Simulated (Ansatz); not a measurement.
The reference is LaAlO$_{3}$ in the cubic perovskite structure (space group Pm-3m, No. 221).

```
LaAlO3
1.0
    3.81241     0.00000     0.00000
    0.00000     3.81241     0.00000
    0.00000     0.00000     3.81241
La Al O
1 1 3
Direct
  0.00000   0.00000   0.00000
  0.50000   0.50000   0.50000
  0.00000   0.50000   0.50000
  0.50000   0.50000   0.00000
  0.50000   0.00000   0.50000
```

Calculations: PBE, PAW, 420 eV (Ansatz, an electronic-structure program; no spin-orbit coupling).

One change was made to it. Results:

```csv
quantity,base,after
band gap,3.50 eV,3.58 eV
lattice parameter a,3.812 Å,3.758 Å
```

Task: What was done to the base?
A. pressure 9 GPa
B. pressure 18 GPa
C. pressure 60 GPa
D. pressure −1 GPa
E. pressure −2 GPa

Result: A, pressure 9 GPa. For comparison, the band gap in the other runs: pressure −1 GPa gives 3.49 eV; pressure −2 GPa gives 3.48 eV; pressure 60 GPa gives 3.71 eV; pressure 18 GPa gives 3.64 eV.

Load acts through the strain it causes; cell and atoms are relaxed under it. No phonon test of stability was made. No other phases were tried under pressure. Many cubic perovskites are stable only at high temperature; tilts and polar distortions were not tested.
